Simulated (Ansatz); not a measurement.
A (100) slab of AlCo (Pm-3m (No. 221)), 8 planes, outer planes Al (top) and Co (bottom), with 8 atoms (Al4Co4) in a surface cell of A = 7.967 Å², as cut from the bulk:

```xyz
8
Lattice="2.8226 0.0000 0.0000 0.0000 2.8226 0.0000 0.0000 0.0000 24.8790" Properties=species:S:1:pos:R:3 pbc="T T T"
Co    1.4113    1.4113    7.5000
Al    0.0000    0.0000    8.9113
Co    1.4113    1.4113   10.3226
Al    0.0000    0.0000   11.7339
Co    1.4113    1.4113   13.1452
Al    0.0000    0.0000   14.5565
Co    1.4113    1.4113   15.9678
Al    0.0000    0.0000   17.3790
```

Level of theory: DFT PBEsol, scalar-relativistic, plane waves, PAW in Ansatz. Cutoff 420 eV; k points 12×12×1 on the computed 8-atom cell (Γ-centred); Gaussian smearing, width 0.10 eV; no spin polarisation. A dipole correction removes the field between periodic images along c.

Against the same 8 atoms in the bulk, the slab as cut lies 3.392 eV higher and the relaxed slab 3.307 eV higher.

Q: Work out the surface energy before and after relaxation.

A: The slab has two faces, so γ = (E_slab − N·E_bulk)/(2A), the mean of both. As cut: 3.392/(2 × 7.967) = 0.2129 eV/Å², and 1 eV/Å² = 16.02 J/m², so γ = 3.41 J/m². Relaxed: 3.307/(2 × 7.967) = 0.2075 eV/Å² = 3.32 J/m². Relaxation recovers 3 % of the cost of cutting.

Q: What is the ideal work of this cut, per area?

A: Griffith's ideal work is 2γ: 6.82 J/m² if the new faces stay rigid, 6.65 J/m² if they relax. One thickness was run, 8 planes, so γ can still shift with it.

Spin polarisation was left out, and a magnetic state may lie lower.